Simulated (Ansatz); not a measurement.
Free-standing sheet of Si (a trial structure of the honeycomb type), relaxed with PBE+D3(BJ):

```
CELL_PARAMETERS angstrom
3.84720 0.00000 0.00000
-1.92360 3.33177 0.00000
0.00000 0.00000 28.00000
ATOMIC_POSITIONS crystal
Si 0.33333 0.66667 0.50843
Si 0.66667 0.33333 0.49157
```

The first numbers come from DFT PBE+D3(BJ), scalar-relativistic, plane waves, PAW (Ansatz 0.2.0). Plane waves to 420 eV, a k mesh through Γ of 15×15×1 on the computed 2-atom cell and Gaussian smearing (0.10 eV); no spin polarisation. No periodic images along c.

For this level, the band gap on the sampled k points is none (metal or semimetal) and the work function is 4.59 eV.

Task: What does r2SCAN give at the same atoms (15×15×1 mesh, 500 eV)?

Result: Band gap on the sampled k points none (metal or semimetal); work function 4.69 eV.